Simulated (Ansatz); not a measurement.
# WSe2: the cost of one run

Method: DFT PBEsol, scalar-relativistic, in Ansatz 0.2.0.

**1. The structure to begin with**

The structure is hexagonal, space group P6_3/mmc (No. 194). The conventional cell has a = 3.290 Å, b = 3.290 Å, c = 12.970 Å, α = 90.00°, β = 90.00°, γ = 120.00°. W (site symmetry -6m2) has 6 Se at 2.53 Å as nearest neighbours. Se (site symmetry 3m) is surrounded by 3 W at 2.53 Å.

Structure file:

```cif
data_structure
_symmetry_space_group_name_H-M 'P6_3/mmc'
_symmetry_Int_Tables_number 194
_cell_length_a 3.2900
_cell_length_b 3.2900
_cell_length_c 12.9700
_cell_angle_alpha 90.000
_cell_angle_beta 90.000
_cell_angle_gamma 120.000
_cell_volume 121.58
loop_
_atom_site_label
_atom_site_type_symbol
_atom_site_symmetry_multiplicity
_atom_site_Wyckoff_symbol
_atom_site_fract_x
_atom_site_fract_y
_atom_site_fract_z
_atom_site_occupancy
W1 W 2 c 0.33333 0.66667 0.25000 1
Se1 Se 4 f 0.33333 0.66667 0.62100 1
```

The file gives the conventional cell by its symmetry; the runs use the cell typed in the input.

Atoms are numbered in the order of the input: W1, W2, Se3, Se4, Se5, Se6.

**2. Volume × 0.94, LAPW**

Contents of input.yaml:

```yaml
crystal:
  lattice:
    - [3.2228367798, 0.0, 0.0]
    - [-1.6114183898, 2.7910585235, 0.0]
    - [0.0, 0.0, 12.70523183]
  atoms:
    - { symbol: W, position: [0.3333333333, 0.6666666667, 0.25] }
    - { symbol: W, position: [0.6666666667, 0.3333333333, 0.75] }
    - { symbol: Se, position: [0.3333333333, 0.6666666667, 0.621] }
    - { symbol: Se, position: [0.6666666667, 0.3333333333, 0.121] }
    - { symbol: Se, position: [0.3333333333, 0.6666666667, 0.879] }
    - { symbol: Se, position: [0.6666666667, 0.3333333333, 0.379] }
kpoints:
  mp_grid: { grid: [11, 11, 3] }
  band_path:
    path:
      - [0.0, 0.0, 0.0]
      - [0.5, 0.0, 0.0]
      - [0.3333333333, 0.3333333333, 0.0]
      - [0.0, 0.0, 0.0]
      - [0.0, 0.0, 0.5]
      - [0.5, 0.0, 0.5]
      - [0.3333333333, 0.3333333333, 0.5]
      - [0.0, 0.0, 0.5]
      - [0.5, 0.0, 0.5]
    npoints: 5
scf:
  occupations: { method: fermi_dirac, width: 0.08 }
hamiltonian:
  xc: pbesol
  pseudopotentials: { kind: all_electron, lapw: { basis_error: 0.0005 } }
output:
  forces: true
  stress: true
  eigenvalues: true
```

Started as:

```sh
$ ansatz run input.yaml --threads 2 --pin off --max-ram 8192MiB --backend cpu --events-out ev --progress --plain --runs-dir out
```

Q: Estimate wall time and peak memory on 2 threads of Intel Xeon Platinum 8488C (Sapphire Rapids), shared host.

About 81 s, with a peak of 1.2 GiB.
